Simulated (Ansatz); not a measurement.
Set up this calculation in Ansatz 0.2.0, as the native input.

| Property | Result |
| --- | --- |
| Task | single point |
| Functional | PBE |
| Potentials or basis | Ansatz PAW |
| Cutoff | 600 eV |
| Density cutoff | 2400 eV |
| k mesh | 7 × 7 × 7 |
| Occupations | fermi-dirac, width 0.05 eV |
| Spin | no spin polarisation |

SiO2:

```
Si O
1.0
    -2.83790    2.83790    5.66021
     2.83790   -2.83790    5.66021
     2.83790    2.83790   -5.66021
Si O
4 8
Direct
  0.87500 0.26362 0.88862
  0.01362 0.62500 0.88862
  0.73638 0.12500 0.11138
  0.37500 0.98638 0.11138
  0.63373 0.13373 0.50000
  0.46788 0.96788 0.93575
  0.03212 0.53212 0.06425
  0.11627 0.11627 0.00000
  0.88373 0.88373 0.00000
  0.86627 0.36627 0.50000
  0.28212 0.71788 0.00000
  0.71788 0.28212 0.00000
```

The cell comes from a database or a generator and needn't be the stable form of this composition.

The input as run:

input.yaml

```yaml
crystal:
  lattice:
    - [-2.837898, 2.837898, 5.66021]
    - [2.837898, -2.837898, 5.66021]
    - [2.837898, 2.837898, -5.66021]
  atoms:
    - { symbol: Si, position: [0.875, 0.263618, 0.888618] }
    - { symbol: Si, position: [0.013618, 0.625, 0.888618] }
    - { symbol: Si, position: [0.736382, 0.125, 0.111382] }
    - { symbol: Si, position: [0.375, 0.986382, 0.111382] }
    - { symbol: O, position: [0.633727, 0.133727, 0.5] }
    - { symbol: O, position: [0.467877, 0.967877, 0.935754] }
    - { symbol: O, position: [0.032123, 0.532123, 0.064246] }
    - { symbol: O, position: [0.116273, 0.116273, 0.0] }
    - { symbol: O, position: [0.883727, 0.883727, 0.0] }
    - { symbol: O, position: [0.866273, 0.366273, 0.5] }
    - { symbol: O, position: [0.282123, 0.717877, 0.0] }
    - { symbol: O, position: [0.717877, 0.282123, 0.0] }
hamiltonian:
  xc: pbe
  pseudopotentials: { kind: paw }
kpoints:
  mp_grid: { grid: [7, 7, 7] }
scf:
  occupations: { method: fermi_dirac, width: 0.05 }
basis:
  ecutwfc: "600 eV"
output:
  forces: true
  stress: true
  eigenvalues: true
```

Potentials or basis: Ansatz PAW.

The run is started by

```sh
$ ansatz run input.yaml --threads 4 --pin off --max-ram 11264MiB --backend cpu --events-out ev --progress --plain --runs-dir out
```

Results of the run:

```json
{
 "Pressure": "-0.1 GPa",
 "Largest force": "0.010 eV/Å",
 "Band gap on the k mesh": "4.84 eV, direct"
}
```

Caveat: odd divisions of the mesh miss points on the zone boundary, where band edges often lie, so the gap on the mesh can be too wide.

Run time: 11 s on 4 threads of Arm Neoverse V1, on a shared host, peak memory 0.86 GiB.
